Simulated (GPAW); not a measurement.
Runs of GPAW 26.7.0 on LiF (Griceite). It takes space group Fm-3m (No. 225, cubic). Conventional cell: a = 4.028 Å, b = 4.028 Å, c = 4.028 Å, α = 90.00°, β = 90.00°, γ = 90.00°. F (site symmetry m-3m) is surrounded by 6 Li at 2.01 Å. Li (site symmetry m-3m) has 6 F at 2.01 Å as nearest neighbours. 

```tsv
task	level	potentials or basis	cell	k mesh	optimizer	fmax	max steps	target pressure	convergence	gap on the mesh (eV)	pressure (GPa)
relaxation of cell and atoms	PBEsol	PAW data sets generated in the run's folder for this functional, pw	relaxed to 10 GPa	11 × 11 × 11	BFGS	0.02 eV/Å	60	10 GPa	density=1e-05 forces=0.0001	10.16	9.7
single point	TB-mBJ	GPAW PAW data sets for LDA (gpaw-data 1.2.1), pw	as given	12 × 12 × 12	-	-	-	-	-	11.81	-
relaxation of cell and atoms	PBEsol	PAW data sets generated in the run's folder for this functional, pw	relaxed to 20 GPa	11 × 11 × 11	BFGS	0.02 eV/Å	60	20 GPa	density=1e-05 forces=0.0001	(a)	20.0
relaxation of cell and atoms	PBEsol	PAW data sets generated in the run's folder for this functional, pw	relaxed to 30 GPa	11 × 11 × 11	BFGS	0.02 eV/Å	60	30 GPa	density=1e-05 forces=0.0001	(b)	29.9
relaxation of cell and atoms	PBEsol	PAW data sets generated in the run's folder for this functional, pw	relaxed to 2 GPa	11 × 11 × 11	BFGS	0.02 eV/Å	60	2 GPa	density=1e-05 forces=0.0001	9.44	2.3
relaxation of cell and atoms	PBEsol	PAW data sets generated in the run's folder for this functional, pw	relaxed	11 × 11 × 11	BFGS	0.02 eV/Å	60	-	density=1e-05 forces=0.0001	9.20	0.1
relaxation of cell and atoms	PBEsol	PAW data sets generated in the run's folder for this functional, pw	relaxed to 5 GPa	11 × 11 × 11	BFGS	0.02 eV/Å	60	5 GPa	density=1e-05 forces=0.0001	9.71	4.9
```

Alike in all rows: no spin polarisation; cutoff (eV) 800; smearing fermi-dirac 0.05 eV.

Q: Estimate the missing entries.

A: (a) 10.98; (b) 11.65.

Caveats: later steps reuse the first step's grids (some runs); an odd mesh through Γ misses points on the zone boundary, where band edges often lie (some runs); a model potential gives levels but no total energy (some runs); the PAW data sets were made with another functional, which shifts forces and pressure a little (some runs).
